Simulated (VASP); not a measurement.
# Settings for Au: self-consistent run

Au, Fm-3m (no. 225), 1 atom in the cell. PBEsol; PAW potentials Au (PBE set). VASP 6.6.1.

Wanted: energy within 0.2 meV/atom; Fermi level within 0.005 eV.

What the run is for: comparing ways to start; Accuracy asked: tight.

POSCAR:
```
Au
1.0
    0.0000000000      2.0350000000      2.0350000000
    2.0350000000      0.0000000000      2.0350000000
    2.0350000000      2.0350000000      0.0000000000
Au
1
Direct
    0.0000000000      0.0000000000      0.0000000000
```

## How the run starts (with a second run first, the time holds both)

| How the run starts (with a second run first, the time holds both) | Energy less reference (meV/atom) | Fermi level (eV) | Time (s) |
|---|---|---|---|
| from scratch: 11 SCF iterations | 0.00 | 9.4175 | 11 |
| density of a coarse mesh (ICHARG 1): 11 + 8 SCF iterations | 0.00 | 9.4175 | 15 |
| orbitals of a lower cutoff (ISTART 1): 11 + 5 SCF iterations | 0.00 | 9.4175 | 16 |
| orbitals of a loose run: 9 + 2 SCF iterations | 0.00 | 9.4175 | 9.8 |

Chosen: orbitals of a loose run: 9 + 2 SCF iterations; it saves 1.1 s of 11, so from scratch: 11 SCF iterations would do nearly as well.

## All choices together

| Input | Energy less reference (meV/atom) | Fermi level (eV) | Time (s) |
|---|---|---|---|
| chosen settings | 0.00 | 9.4175 | 9.8 |
| reference settings throughout | 0.00 | 9.4175 | 11 |

The tolerance is met.

## The input

INCAR.step1:
```
GGA      = PS             # functional
ISMEAR   = 1              # smearing method
SIGMA    = 0.1            # smearing width, eV
LWAVE    = True           # write WAVECAR
LCHARG   = True           # write CHGCAR
ISIF     = 2              # what is computed and relaxed
PREC     = Normal         # precision mode
LASPH    = True           # aspherical terms in the spheres
LREAL    = False          # projectors in reciprocal space
ALGO     = Normal         # electronic algorithm
EDIFF    = 0.001          # SCF threshold, eV
NELM     = 120            # most SCF steps
GGA_COMPAT= False        
ENCUT    = 400            # plane-wave cutoff, eV
```

INCAR.step2, as INCAR.step1 but for:
```
- LWAVE = True
- LCHARG = True
- PREC = Normal
- EDIFF = 0.001
+ LWAVE = False
+ LCHARG = False
+ PREC = Accurate
+ EDIFF = 1E-6
+ ISTART = 1
```

KPOINTS:
```
k-points
0
Gamma
  14 14 14
```

Commands (each step's output is kept before the next begins):
```
cat potpaw_PBE.64/Au/POTCAR > POTCAR
cp INCAR.step1 INCAR
mpirun -np 1 vasp_std > vasp.out
cp INCAR.step2 INCAR
mpirun -np 1 vasp_std > vasp.out
```

The chosen input took VASP 6.6.1 9.8 s on 1 core (AMD EPYC 7R43 (Zen 3)), a shared host.

## An input that fails: restart asked without its files

VASP's message: ERROR: charge density could not be read from file CHGCAR for ICHARG>10.

Changes against the starting input:
```
- NELM = 120
+ NELM = 60
+ ICHARG = 11
```
